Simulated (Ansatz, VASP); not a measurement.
**ZnS: VASP beside Ansatz**

File POSCAR:

```
ZnS
1.0
   -0.0651968772      2.6940858343      2.6940858343
    2.6940858343     -0.0651968772      2.6940858343
    2.6288889571      2.6288889571      0.0000000000
Zn S
1 1
Direct
   -0.0043065566     -0.0043065566      0.0043065566
    0.2543065566      0.2543065566      0.2456934434
```

INCAR.step1

```
SYSTEM = ZnS
  PREC = Accurate
  ENCUT = 520
  ISMEAR = 0
  SIGMA = 0.01
  LREAL = .False.
  LASPH = .True.
  NELM = 100
  NBANDS = 16
  GGA = PE
  ALGO = Normal
  EDIFF = 1E-4
  LWAVE = .True.
  LCHARG = .False.
```

File INCAR.step2:

```
SYSTEM = ZnS
  PREC = Accurate
  ENCUT = 520
  EDIFF = 1E-6
  ISMEAR = 0
  SIGMA = 0.01
  LREAL = .False.
  LASPH = .True.
  NELM = 100
  ALGO = Normal
  ISIF = 2
  LWAVE = .False.
  LCHARG = .False.
  METAGGA = R2SCAN
  LMIXTAU = .True.
  NBANDS = 16
  ISTART = 1
```

Contents of KPOINTS:

```
Automatic mesh
0
Gamma
  8 8 8
  0 0 0
```

Input for Ansatz:

```yaml
crystal:
  lattice:
    - [-0.0651968772, 2.6940858343, 2.6940858343]
    - [2.6940858343, -0.0651968772, 2.6940858343]
    - [2.6288889571, 2.6288889571, 0.0]
  atoms:
    - { symbol: Zn, position: [-0.0043065566, -0.0043065566, 0.0043065566] }
    - { symbol: S, position: [0.2543065566, 0.2543065566, 0.2456934434] }
kpoints:
  mp_grid: { grid: [8, 8, 8] }
  band_path:
    path:
      - [0.0, 0.0, 0.0]
      - [-0.5, -0.5, 0.0]
      - [-0.375, -0.375, 0.25]
      - [-0.375, 0.0, 0.375]
      - [0.0, 0.0, 0.5]
      - [-0.5, -0.25, 0.25]
    npoints: 1
hamiltonian:
  xc: r2scan
scf:
  occupations: { method: fixed }
  n_extra_bands: 4
output:
  forces: true
  stress: true
  eigenvalues: true
  write_density: true
  write_potential: true
  elf: true
  volumetric_format: npy
```

Change from the starting cell: shear_xy strain -4.8%.

Alike in both runs: task single point; functional r2SCAN; k mesh 8 × 8 × 8; no spin polarisation.

|  | VASP | Ansatz |
| --- | --- | --- |
| version | VASP 6.6.1 | Ansatz 0.2.0 |
| potentials or method | VASP PAW PBE potentials, release 64 (Zn, S) | plane waves, PAW |
| plane-wave cutoff (eV) | 520 | 500 |
| occupations | gaussian, width 0.01 eV | fixed |
| valence electrons in the cell | 18 | 18 |

Ansatz gave:

```
gap on the k mesh at the Fermi level (eV)       : 2.53
pressure (GPa)                                  : 0.1
largest component of the traceless stress (GPa) : 2.44
```

**Question.** What did VASP give for the same quantities?

**Answer.** gap on the k mesh at the Fermi level (eV): 2.54; pressure (GPa): 0.0; largest component of the traceless stress (GPa): 2.45.

Caveats: the PAW data sets were made with another functional, which shifts forces and pressure a little (VASP).
